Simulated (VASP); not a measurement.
# CaSe (Fm-3m) in VASP: notebook

CaSe is run at these levels: LDA, PBEsol, PBE; tasks: single point.

Program: VASP 6.6.1. These are calculated values, not measurements. Logs are shortened: lines on timing, memory, paths and dates and some standing lists are left out, and cuts for length are marked.

**What was measured.**

A printed reference work, monograph, original work of 1988 reports, for a bulk crystal of CaSe at 2 K: band gap 3.85 eV (indirect).

How close the calculation comes is told below.

## Step 1: The cell of the first run

The structure is cubic, space group Fm-3m (No. 225). Conventional cell: a = 5.912 Å, b = 5.912 Å, c = 5.912 Å, α = 90.00°, β = 90.00°, γ = 90.00°. Within 3.9 Å of Ca (site symmetry m-3m) lie 6 Se at 2.96 Å. Within 3.9 Å of Se (site symmetry m-3m) lie 6 Ca at 2.96 Å.

## Step 2: Single point, LDA

The input, INCAR:

```
SYSTEM = CaSe
PREC = Accurate
ENCUT = 500
EDIFF = 1E-6
ISMEAR = -1
SIGMA = 0.02
LREAL = .False.
LASPH = .True.
NELM = 120
ALGO = Normal
ISIF = 2
LWAVE = .False.
LCHARG = .False.
NBANDS = 15
GGA_COMPAT = .False.
```

The input, KPOINTS:

```
regular mesh
0
Gamma
  7 7 7
  0 0 0
```

The input, POSCAR:

```
CaSe
1.0
    0.0000000000      2.9560000000      2.9560000000
    2.9560000000      0.0000000000      2.9560000000
    2.9560000000      2.9560000000      0.0000000000
Ca Se
1 1
Direct
    0.0000000000      0.0000000000      0.0000000000
    0.5000000000      0.5000000000      0.5000000000
```

Potentials or basis: VASP PAW LDA potentials, release 64 (Ca_sv, Se).

Launch:

```bash
cat potpaw_LDA.64/Ca_sv/POTCAR potpaw_LDA.64/Se/POTCAR > POTCAR
mpirun -np 1 vasp_std > vasp.out
```

OUTCAR:

```text
SYSTEM = CaSe
   PREC = Accurate
   ENCUT = 500
   EDIFF = 1E-6
   ISMEAR = -1
   LREAL = .False.
   LASPH = .True.
   NELM = 120
   ISIF = 2

 ion  position               nearest neighbor table
   1  0.000  0.000  0.000-   2 2.96   2 2.96   2 2.96   2 2.96   2 2.96   2 2.96
   2  0.500  0.500  0.500-   1 2.96   1 2.96   1 2.96   1 2.96   1 2.96   1 2.96

  LATTYP: Found a face centered cubic cell.
 ALAT       =     5.9120000000

  Lattice vectors:

 A1 = (   0.0000000000,   2.9560000000,   2.9560000000)
 A2 = (   2.9560000000,   0.0000000000,   2.9560000000)
 A3 = (   2.9560000000,   2.9560000000,   0.0000000000)

Analysis of symmetry for initial positions (statically):
=====================================================================
 Subroutine PRICEL returns:
 Original cell was already a primitive cell.

 Routine SETGRP: Setting up the symmetry group for a
 face centered cubic supercell.

 Subroutine GETGRP returns: Found 48 space group operations
 (whereof 48 operations were pure point group operations)
 out of a pool of 48 trial point group operations.

The static configuration has the point symmetry O_h .

Analysis of symmetry for dynamics (positions and initial velocities):
=====================================================================
 Subroutine PRICEL returns:
 Original cell was already a primitive cell.

 Routine SETGRP: Setting up the symmetry group for a
 face centered cubic supercell.

 Subroutine GETGRP returns: Found 48 space group operations
 (whereof 48 operations were pure point group operations)
 out of a pool of 48 trial point group operations.

The dynamic configuration has the point symmetry O_h .

 Subroutine INISYM returns: Found 48 space group operations
 (whereof 48 operations are pure point group operations),
 and found     1 'primitive' translations

----------------------------------------------------------------------------------------

                                     Primitive cell

  volume of cell :      51.6587

  direct lattice vectors                    reciprocal lattice vectors
     0.000000000  2.956000000  2.956000000    -0.169147497  0.169147497  0.169147497
     2.956000000  0.000000000  2.956000000     0.169147497 -0.169147497  0.169147497
     2.956000000  2.956000000  0.000000000     0.169147497  0.169147497 -0.169147497

  length of vectors
     4.180415290  4.180415290  4.180415290     0.292972058  0.292972058  0.292972058

  position of ions in fractional coordinates (direct lattice)
     0.000000000  0.000000000  0.000000000
     0.500000000  0.500000000  0.500000000

  ion indices of the primitive-cell ions
   primitive index   ion index
                 1           1
                 2           2

----------------------------------------------------------------------------------------

 KPOINTS: regular mesh

Automatic generation of k-mesh.
 Grid dimensions read from file:
 generate k-points for:    7    7    7

 Generating k-lattice:

  Cartesian coordinates                     Fractional coordinates (reciprocal lattice)
    -0.024163928  0.024163928  0.024163928     0.142857143  0.000000000  0.000000000
     0.024163928 -0.024163928  0.024163928     0.000000000  0.142857143  0.000000000
     0.024163928  0.024163928 -0.024163928     0.000000000  0.000000000  0.142857143

  Length of vectors
     0.041853151  0.041853151  0.041853151

  Shift w.r.t. Gamma in fractional coordinates (k-lattice)
     0.000000000  0.000000000  0.000000000

 Subroutine IBZKPT returns following result:
 ===========================================

 Found     20 irreducible k-points:

 Following reciprocal coordinates:
            Coordinates               Weight
  0.000000  0.000000  0.000000      1.000000
  0.142857  0.000000  0.000000      8.000000
  0.285714  0.000000  0.000000      8.000000
  0.428571  0.000000  0.000000      8.000000
  0.142857  0.142857  0.000000      6.000000
  0.285714  0.142857  0.000000     24.000000
[... 12 lines left out ...]
 -0.428571  0.428571  0.142857     24.000000
 -0.285714  0.428571  0.142857     24.000000
   k-points           NKPTS =     20   k-points in BZ     NKDIM =     20   number of bands    NBANDS=     15
   number of dos      NEDOS =    301   number of ions     NIONS =      2
   total plane-waves  NPLWV =  27000
   dimension x,y,z NGX =    30 NGY =   30 NGZ =   30
   dimension x,y,z NGXF=    60 NGYF=   60 NGZF=   60
   ions per type =               1   1
   NGX,Y,Z   is equivalent  to a cutoff of  11.93, 11.93, 11.93 a.u.
   NGXF,Y,Z  is equivalent  to a cutoff of  23.86, 23.86, 23.86 a.u.
 SYSTEM =  CaSe
   PREC   = accura    normal or accurate (medium, high low for compatibility)
   ISTART =      0    job   : 0-new  1-cont  2-samecut
   ICHARG =      2    charge: 1-file 2-atom 10-const
   ISPIN  =      1    spin polarized calculation?
   LNONCOLLINEAR =      F non collinear calculations
   LSORBIT =      F    spin-orbit coupling
   LASPH  =      T    aspherical Exc in radial PAW
   ENCUT  =  500.0 eV  36.75 Ry    6.06 a.u.   7.62  7.62  7.62*2*pi/ulx,y,z
   NELM   =    120;   NELMIN=  2; NELMDL= -5     # of ELM steps
   EDIFF  = 0.1E-05   stopping-criterion for ELM
   LREAL  =      F    real-space projection
   EDIFFG = 0.1E-04   stopping-criterion for IOM
   NSW    =      0    number of steps for IOM
   IBRION =     -1    ionic relax: 0-MD 1-quasi-New 2-CG
   NFREE  =      0    steps in history (QN), initial steepest desc. (CG)
   ISIF   =      2    stress and relaxation
   ISYM   =      2    0-nonsym 1-usesym 2-fastsym
   POTIM  = 0.5000    time-step for ionic-motion
   TEBEG  =    0.0;   TEEND  =   0.0 temperature during run
   PSTRESS=    0.0 pullay stress
   NELECT =      16.0000    total number of electrons
   NUPDOWN=      -1.0000    fix difference up-down
   EMIN   =  10.00;   EMAX   =-10.00  energy-range for DOS
   EFERMI =   0.00;   METHOD = LEGACY
   ISMEAR =    -1;   SIGMA  =   0.02  broadening in eV -4-tet -1-fermi 0-gaus
   EFERMI_NEDOS =   21; number of points for ismear=-14 and -15
   IALGO  =     38    algorithm
   IMIX   =      4    mixing-type and parameters
     AMIX     =   0.40;   BMIX     =  1.00
     AMIX_MAG =   1.60;   BMIX_MAG =  1.00
  volume/ion in A,a.u.               =      25.83       174.30
  Fermi-wavevector in a.u.,A,eV,Ry     =   1.107645  2.093145 16.692666  1.226876
  Thomas-Fermi vector in A             =   2.244161
   LORBIT       =      0    0 simple, 1 ext, 2 COOP (PROOUT), +10 PAW based schemes
   GGA     = CA    functional components
   LHFCALC =     F    Hartree Fock is set to
   AEXX    =    0.0000 exact exchange contribution
   IVDW    =     0    specifies the selected vdW correction
   LEPSILON=     F    determine dielectric tensor
   LRPA    =     F    only Hartree local field effects (RPA)
 non-spin polarized calculation
  energy-cutoff  :      500.00
  volume of cell :       51.66
 maximum number of plane-waves:      1363
   NGX = 15   NGY = 15   NGZ = 15

 number of electron      16.0000000 magnetization

 Free energy of the ion-electron system (eV)
  ---------------------------------------------------
  ext. energy  EPLUGINS =         0.00000000
  ---------------------------------------------------
  free energy    TOTEN  =       -10.55683936 eV

  energy without entropy =      -10.55683936  energy(sigma->0) =      -10.55683936

 E-fermi :   2.7578     XC(G=0):  -9.5035

 val. band max:        2.3602529239   @ k =   0.0000   0.0000   0.0000
 cond. band min:       4.2811632569   @ k =   0.4286   0.4286   0.0000
 fundamental gap:      1.9209103330
 Fermi energy:         2.7577767754

 k-point     1 :       0.0000    0.0000    0.0000
  band No.  band energies     occupation
      1     -36.9123      2.00000
      2     -18.2033      2.00000
      3     -18.2033      2.00000
      4     -18.2033      2.00000
      5      -9.4842      2.00000
      6       2.3603      2.00000
      7       2.3603      2.00000
      8       2.3603      2.00000
      9       5.4737      0.00000
     10       5.9048      0.00000
     11       5.9048      0.00000
     12       5.9048      0.00000
     13       6.5157      0.00000
     14       6.5157      0.00000
     15      11.9343      0.00000

 k-point     2 :       0.1429    0.0000    0.0000
  band No.  band energies     occupation
      1     -36.9108      2.00000
      2     -18.2271      2.00000
      3     -18.2049      2.00000
      4     -18.2049      2.00000
      5      -9.3621      2.00000
      6       1.3792      2.00000
      7       2.0461      2.00000
      8       2.0461      2.00000
      9       5.8003      0.00000
     10       6.1781      0.00000
     11       6.1781      0.00000
     12       6.7117      0.00000
     13       7.0489      0.00000
     14       7.0489      0.00000
     15      12.1255      0.00000

 k-point     3 :       0.2857    0.0000    0.0000
  band No.  band energies     occupation
      1     -36.9077      2.00000
      2     -18.2796      2.00000
      3     -18.2084      2.00000
      4     -18.2084      2.00000
      5      -9.0701      2.00000
      6      -0.0158      2.00000
      7       1.5098      2.00000
      8       1.5098      2.00000
      9       5.9978      0.00000
     10       6.8281      0.00000
     11       6.8281      0.00000
     12       8.1965      0.00000
     13       8.2631      0.00000
     14       8.2631      0.00000
     15      11.5590      0.00000

 k-point     4 :       0.4286    0.0000    0.0000
  band No.  band energies     occupation
      1     -36.9051      2.00000
      2     -18.3207      2.00000
      3     -18.2113      2.00000
      4     -18.2113      2.00000
      5      -8.8137      2.00000
      6      -0.8746      2.00000
      7       1.1724      2.00000
      8       1.1724      2.00000
      9       6.5384      0.00000
     10       7.5668      0.00000
     11       7.5668      0.00000
     12       7.9273      0.00000
     13       9.4553      0.00000
     14       9.4553      0.00000
     15      10.7530      0.00000
[... 235 lines left out ...]
 k-point    18 :      -0.4286    0.2857    0.1429
  band No.  band energies     occupation
      1     -36.9036      2.00000
      2     -18.2951      2.00000
      3     -18.2437      2.00000
      4     -18.2231      2.00000
      5      -8.8166      2.00000
      6      -0.3760      2.00000
      7       0.6923      2.00000
      8       1.0880      2.00000
      9       6.3200      0.00000
     10       7.2579      0.00000
     11       7.7287      0.00000
     12       8.0623      0.00000
     13       8.5503      0.00000
     14       9.7346      0.00000
     15      10.6354      0.00000

 k-point    19 :      -0.4286    0.4286    0.1429
  band No.  band energies     occupation
      1     -36.9027      2.00000
      2     -18.2839      2.00000
      3     -18.2468      2.00000
      4     -18.2382      2.00000
      5      -8.8542      2.00000
      6      -0.1017      2.00000
      7       0.9155      2.00000
      8       0.9953      2.00000
      9       5.2886      0.00000
     10       7.3804      0.00000
     11       7.7462      0.00000
     12       8.2272      0.00000
     13       8.2933      0.00000
     14       8.7309      0.00000
     15      11.4937      0.00000

 k-point    20 :      -0.2857    0.4286    0.1429
  band No.  band energies     occupation
      1     -36.9025      2.00000
      2     -18.2702      2.00000
      3     -18.2689      2.00000
      4     -18.2354      2.00000
      5      -8.8088      2.00000
      6       0.1770      2.00000
      7       0.2445      2.00000
      8       0.9326      2.00000
      9       6.1878      0.00000
     10       7.0890      0.00000
     11       7.6677      0.00000
     12       8.0650      0.00000
     13       8.1912      0.00000
     14      10.0987      0.00000
     15      11.3878      0.00000

------------------------ aborting loop because EDIFF is reached ----------------------------------------

  FORCE on cell =-STRESS in cart. coord.  units (eV):
  Direction    XX          YY          ZZ          XY          YZ          ZX
  --------------------------------------------------------------------------------------
  -------------------------------------------------------------------------------------
  Total       -0.9330356     -0.9330356     -0.9330356      0.0000000      0.0000000      0.0000000
  in kB      -28.9378004    -28.9378004    -28.9378004      0.0000000      0.0000000      0.0000000
  external PRESSURE =     -28.9378004 kB  Pullay stress =       0.0000000 kB

 VOLUME and BASIS-vectors are now :
 -----------------------------------------------------------------------------
  energy-cutoff  :      500.00
  volume of cell :       51.66
      direct lattice vectors                 reciprocal lattice vectors
     0.000000000  2.956000000  2.956000000    -0.169147497  0.169147497  0.169147497
     2.956000000  0.000000000  2.956000000     0.169147497 -0.169147497  0.169147497
     2.956000000  2.956000000  0.000000000     0.169147497  0.169147497 -0.169147497

 POSITION                                       TOTAL-FORCE (eV/Angst)
 -----------------------------------------------------------------------------------
      0.00000      0.00000      0.00000         0.000000     -0.000000      0.000000
      2.95600      2.95600      2.95600        -0.000000      0.000000     -0.000000
 -----------------------------------------------------------------------------------
    total drift:                               -0.000000      0.000000      0.000000

  FREE ENERGIE OF THE ION-ELECTRON SYSTEM (eV)
  ---------------------------------------------------
  free  energy   TOTEN  =       -10.5568393565 eV

  energy  without entropy=      -10.5568393564  energy(sigma->0) =      -10.55683936
```

Wall time 28 s (1 thread of Intel Xeon 8259CL, shared host); peak memory 0.15 GiB.

What came out:

* Free energy: -10.5568 eV
* Pressure: -2.9 GPa
* Band gap on the k mesh: 1.92 eV (least direct gap 2.84 eV)

Levels at points of the mesh, in eV from the valence-band top:
| k point | band 6 | band 7 | band 8 | band 9 | band 10 | band 11 |
| --- | --- | --- | --- | --- | --- | --- |
| (0.00, 0.00, 0.00) | 0.00 | 0.00 | 0.00 | 3.11 | 3.54 | 3.54 |

Caveat: an odd mesh through Γ misses points on the zone boundary, where band edges can lie.

## Step 3: Single point, PBEsol

The input, INCAR:

```
PREC     = Accurate       # precision mode
ENCUT    = 500            # plane-wave cutoff, eV
EDIFF    = 1E-6           # SCF threshold, eV
ISMEAR   = -1             # smearing method
SIGMA    = 0.02           # smearing width, eV
LREAL    = False          # projectors in reciprocal space
LASPH    = True           # aspherical terms in the spheres
NELM     = 120            # most SCF steps
ALGO     = Normal         # electronic algorithm
ISIF     = 2              # what is computed and relaxed
LWAVE    = False          # write WAVECAR
LCHARG   = False          # write CHGCAR
GGA      = PS             # functional
NBANDS   = 15             # bands
GGA_COMPAT= False
```

The input, KPOINTS:

```
Automatic mesh
0
Gamma
  7 7 7
```

POSCAR is that of step 2.

Potentials or basis: VASP PAW PBE potentials, release 64 (Ca_sv, Se).

Launch:

```bash
cat potpaw_PBE.64/Ca_sv/POTCAR potpaw_PBE.64/Se/POTCAR > POTCAR
mpirun -np 1 vasp_std > vasp.out
```

Run time: 23 s. Hardware: 1 thread of Intel Xeon 8259CL, shared host; peak memory 0.17 GiB.

The run converged. Its results:

```
Free energy            : -10.0712 eV
Pressure               : -0.9 GPa
Band gap on the k mesh : 1.99 eV (least direct gap 2.91 eV)
```

Levels at points of the mesh, in eV from the valence-band top:
```
           k point  band 5  band 6  band 7  band 8  band 9  band 10  band 11  band 12
(0.00, 0.00, 0.00)  -11.83    0.00    0.00    0.00    3.19     3.65     3.65     3.65
```

Caveat: the PAW data sets were made with another functional, which shifts forces and pressure a little; an odd mesh through Γ misses points on the zone boundary, where band edges can lie.

[end of part 1 of 2]
